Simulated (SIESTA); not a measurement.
C:

```
C
1.0
     2.52210    0.00000    0.00000
    -1.26105    2.18420    0.00000
     0.00000    0.00000   12.35570
C
12
Direct
  0.66667 0.33333 0.35417
  0.33333 0.66667 0.85417
  0.66667 0.33333 0.14583
  0.33333 0.66667 0.64583
  0.66667 0.33333 0.47917
  0.33333 0.66667 0.97917
  0.66667 0.33333 0.02083
  0.33333 0.66667 0.52083
  0.00000 0.00000 0.81250
  0.00000 0.00000 0.31250
  0.00000 0.00000 0.68750
  0.00000 0.00000 0.18750
```

This is a hexagonal form of diamond, not graphite.

Base run:

```yaml
Program: SIESTA 5.4.2
Functional: PBE
Potentials_or_basis: PseudoDojo 0.4 standard (PBE files)
Basis: TZDP (energy shift 0.003 Ry)
Grid_cutoff: 500 Ry
Energy_shift: 0.003 Ry
k_mesh: 12 × 12 × 3
Occupations: fermi-dirac, width 0.05 eV
Spin: no spin polarisation
```

Its results: band gap on the k mesh 4.55 eV, indirect (least direct gap 5.36 eV); pressure 6.1 GPa; largest force 0.356 eV/Å.

Task: The run is repeated on the same cell with these changes: basis from TZDP (energy shift 0.003 Ry) to DZP (energy shift 0.003 Ry). What comes out?

Result: Band gap on the k mesh 4.53 eV, indirect (least direct gap 5.40 eV); pressure 10.6 GPa; largest force 0.345 eV/Å.

Caveats: the basis of atomic orbitals isn't converged, which shifts pressures, moduli and gaps.
